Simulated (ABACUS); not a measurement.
# Pd: equation of state with TASK

Pd:

```
Pd
1.0
     0.00000    1.94650    1.94650
     1.94650    0.00000    1.94650
     1.94650    1.94650    0.00000
Pd
1
Direct
  0.00000 0.00000 0.00000
```

```json
{
 "Program": "ABACUS 3.10.1",
 "Task": "equation of state",
 "Functional": "TASK",
 "Potentials or basis": "SG15 ONCV 1.2 PBE",
 "Cutoff": "1293 eV",
 "Density cutoff": "5170 eV",
 "Basis": "plane waves",
 "k mesh": "8 × 8 × 8",
 "Occupations": "fermi-dirac, width 0.05 eV",
 "Spin": "no spin polarisation"
}
```

* Equilibrium volume: 15.65 Å³/atom (rough: see the caveat)
* Bulk modulus: 105 GPa (rough)

Energy against volume, from the lowest point:
```
volume (Å³/atom)  energy (meV/atom)
          13.865             135.58
          14.455              48.86
          15.045               9.98
          15.635               0.00
```

All runs of the series together: 45 s on 4 threads of Intel(R) Xeon(R) Platinum 8488C (Sapphire Rapids), on a shared host.

Caveat: the fit is doubtful: noisy points or a state that changes with volume; the minimum lies outside the volumes run; the potentials were made for another functional, which shifts forces and pressure.
